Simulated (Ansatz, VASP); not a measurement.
**B: VASP beside Ansatz**

INCAR

```
SYSTEM = B
PREC = Accurate
ENCUT = 520
EDIFF = 1E-7
ISMEAR = -1
SIGMA = 0.1
LREAL = .False.
LASPH = .True.
NELM = 100
ALGO = Normal
ISIF = 2
LWAVE = .False.
LCHARG = .False.
NBANDS = 8
```

File KPOINTS:

```
Automatic mesh
0
Gamma
  19 19 19
  0 0 0
```

POSCAR

```
B
1.0
    1.8383337275      0.0000000000      0.0000000000
    0.0000000000      1.8383337275      0.0000000000
    0.0000000000      0.0000000000      1.8383337275
B
1
Direct
    0.0000000000      0.0000000000      0.0000000000
```

Input for Ansatz:

```yaml
crystal:
  lattice:
    - [1.8383337275, 0.0, 0.0]
    - [0.0, 1.8383337275, 0.0]
    - [0.0, 0.0, 1.8383337275]
  atoms:
    - { symbol: B, position: [0.0, 0.0, 0.0] }
hamiltonian:
  xc: lda
  pseudopotentials:
    kind: paw
    azcp:
      B: "pseudopotentials/B.paw.azcp"
basis:
  ecutwfc: 420
  fft_grid_basis: typed
kpoints:
  mp_grid: { grid: [19, 19, 19], shift: [0, 0, 0] }
magnetization:
  spin_polarized: false
scf:
  occupations: { method: fermi_dirac, width: 0.1 }
  lower_state_search: "off"
output:
  stress: true
  write_density: true
  write_potential: true
  elf: true
  volumetric_format: npy
```

Alike in both runs: task single point; functional LDA; k mesh 19 × 19 × 19; occupations fermi-dirac, width 0.1 eV; no spin polarisation.

```csv
,VASP,Ansatz
version,VASP 6.6.1,Ansatz 0.2.0
potentials or method,"VASP PAW LDA potentials, release 64 (B)","plane waves (420 eV) with PAW, scalar-relativistic"
plane-wave cutoff (eV),520,420
valence electrons in the cell,3,3
```

|  | VASP | Ansatz | Ansatz less VASP |
| --- | --- | --- | --- |
| pressure (GPa) | 11.6 | 11.2 | -0.40 |

Ansatz warned: «pseudo_functional_mismatch».
